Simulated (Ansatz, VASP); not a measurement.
# One calculation of Bi, two programs

```
Bi
1.0
    -1.95465    1.95465    1.95465
     1.95465   -1.95465    1.95465
     1.95465    1.95465   -1.95465
Bi
1
Direct
  0.00000 0.00000 0.00000
```

Change from the starting cell: volume scaled by 0.96.

Alike in both runs: task single point; functional PBE; k mesh 9 × 9 × 9; occupations fermi-dirac, width 0.05 eV; no spin polarisation.

```csv
,VASP,Ansatz
version,VASP 6.6.1,Ansatz 0.2.0
potentials or method,"VASP PAW PBE potentials, release 64 (Bi_d), cutoff 520 eV","all-electron LAPW, scalar-relativistic"
```

```tsv
	VASP	Ansatz	Ansatz less VASP
gap on the k mesh at the Fermi level (eV)	none	none	-
pressure (GPa)	3.3	3.4	+0.09
```

A gap of «none» marks a metal or a gap that the smearing closes. Ansatz ran all-electron here, so the differences hold the error of VASP's frozen core and of both bases.

Caveats: spin-orbit coupling is left out, which moves the levels of the heavy elements.
